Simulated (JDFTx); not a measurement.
Runs of JDFTx 1.7.0 (patched build) on Rb. Symmetry: Im-3m, No. 229, cubic system. Conventional cell: a = 5.605 Å, b = 5.605 Å, c = 5.605 Å, α = 90.00°, β = 90.00°, γ = 90.00°. 

| task | level | potentials or basis | k mesh | cutoff (eV) | local potential set to -Z/r beyond | SCF threshold on the energy | further solve for the empty bands | pseudo rcut | gap on the mesh (eV) | pressure (GPa) | V0 of scaled cells (Å³/atom) | B0 (GPa) |
| --- | --- | --- | --- | --- | --- | --- | --- | --- | --- | --- | --- | --- |
| single point | LDA | PseudoDojo-SR-LDA-0.4.1-standard with smoothed tails | 8 × 8 × 8 | 571 | 6 bohr | 1e-09 Ha | no | 6 | none | (a) | - | - |
| equation of state | PBE | PseudoDojo-SR-PBE-0.5-standard | 7 × 7 × 7 | 626 | - | 1e-08 Ha | - | - | - | - | 90.90 | 3 |
| equation of state | PBE | PseudoDojo-SR-PBE-0.5-standard with smoothed tails | 7 × 7 × 7 | 626 | 6 bohr | 1e-09 Ha | - | 6 | - | - | 90.87 | 3 |
| single point | PBE | PseudoDojo-SR-PBE-0.5-standard | 7 × 7 × 7 | 626 | - | 1e-08 Ha | yes | - | none | 0.1 | - | - |
| single point | PBE | PseudoDojo-SR-PBE-0.5-standard with smoothed tails | 7 × 7 × 7 | 626 | 6 bohr | 1e-09 Ha | yes | 6 | none | 0.1 | - | - |

Alike in all rows: no spin polarisation; cell as given; smearing fermi-dirac 0.05 eV.

Q: Fill in the values left out.

A: (a) -0.4.

Caveats: the empty levels aren't tightly converged (some runs).

A k mesh can miss the band edges, and the runs leave out spin-orbit coupling on Rb.

A gap of «none» marks a metal or a gap under the smearing width.

Not every run made on this cell is shown here.
